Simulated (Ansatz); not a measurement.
A (001) slab of CoPtO$_{2}$ (R-3m (No. 166)), 8 planes, outer planes Pt (top) and O (bottom), with 8 atoms (Co2Pt2O4) in a surface cell of A = 6.839 Å², as cut from the bulk:

```yaml
crystal:
  lattice:
    - [2.81018, 0.00000, 0.00000]
    - [-1.40509, 2.43369, 0.00000]
    - [0.00000, 0.00000, 24.81154]
  atoms:
    - { symbol: O, position: [0.00000, 0.00000, 0.30228] }
    - { symbol: Co, position: [0.33333, 0.66667, 0.34110] }
    - { symbol: O, position: [0.66667, 0.33333, 0.37992] }
    - { symbol: Pt, position: [0.66667, 0.33333, 0.45997] }
    - { symbol: O, position: [0.66667, 0.33333, 0.54003] }
    - { symbol: Co, position: [0.00000, 0.00000, 0.57885] }
    - { symbol: O, position: [0.33333, 0.66667, 0.61767] }
    - { symbol: Pt, position: [0.33333, 0.66667, 0.69772] }
```

The calculation used Ansatz 0.2.0, DFT PBEsol, scalar-relativistic, plane waves, PAW. Cutoff 420 eV; k points 12×12×1 on the computed 8-atom cell (Γ-centred); Gaussian smearing, width 0.10 eV; no spin polarisation. The cell repeats along c with a dipole correction in the vacuum.

Against the same 8 atoms in the bulk, the slab as cut lies 1.870 eV higher and the relaxed slab 1.782 eV higher.

(1) Work out the surface energy before and after relaxation.

(2) What is the ideal work of this cut, per area?

Spin polarisation was left out, and a magnetic state may lie lower.

Results:

(1) The slab has two faces, so γ = (E_slab − N·E_bulk)/(2A), the mean of both. As cut: 1.870/(2 × 6.839) = 0.1367 eV/Å², and 1 eV/Å² = 16.02 J/m², so γ = 2.19 J/m². Relaxed: 1.782/(2 × 6.839) = 0.1303 eV/Å² = 2.09 J/m². Relaxation recovers 5 % of the cost of cutting.

(2) Griffith's ideal work is 2γ: 4.38 J/m² if the new faces stay rigid, 4.17 J/m² if they relax. Other cuts parallel to this plane can cost less. One thickness was run, 8 planes, so γ can still shift with it.